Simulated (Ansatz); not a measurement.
## NaH under changes of volume

One of the cells (14.527 Å³/atom); the others are scaled copies at fixed shape and fractional positions:

```
Na H
1.0
     0.00000    2.44000    2.44000
     2.44000    0.00000    2.44000
     2.44000    2.44000    0.00000
Na H
1 1
Direct
  0.00000 0.00000 0.00000
  0.50000 0.50000 0.50000
```

| Quantity | Value |
| --- | --- |
| Program | Ansatz 0.2.0 |
| Functional | HSE06 |
| Potentials or basis | Ansatz PAW |
| Cutoff | 420 eV (not typed: the program's choice for these potentials) |
| k mesh | 6 × 6 × 6 |
| Occupations | fermi-dirac, width 0.05 eV |
| Spin | no spin polarisation |

```tsv
volume (Å³/atom)	energy over the lowest point (meV/atom)	pressure (GPa)	gap on the mesh (eV)
13.655	?	?	?
13.946	0.00	-0.1	4.87
14.236	0.66	-0.6	4.83
14.527	2.13	-1.0	4.79
14.817	4.35	-1.4	4.75
15.108	7.23	-1.8	4.71
15.398	10.71	-2.1	4.67
```

**Question.** What does the run at 13.655 Å³/atom give?

**Answer.** Energy over the lowest point 0.21 meV/atom; pressure 0.4 GPa; gap on the mesh 4.92 eV.

Worked out: A Birch-Murnaghan fit of order 3 (a polynomial in V^(-2/3)) to the other rows has its minimum at 13.88 Å³/atom, just outside them, with B0 = V·E''(V) = 24 GPa and B' = 3.9. It gives 0.25 meV/atom at 13.655 Å³/atom, against the run's 0.21, and -dE/dV = 0.4 GPa, against 0.4. A straight line through the other rows of the gap, of slope -2.02 eV per unit of ln V, extrapolates to 4.91 eV, against the run's 4.92.

Energies are extrapolated to zero smearing.

Caveats: the PAW data sets come from PBE, with cores solved anew for the run's functional, which leaves a small shift of forces and pressure; the thresholds are loose for stress.

A mesh can miss the band edges.
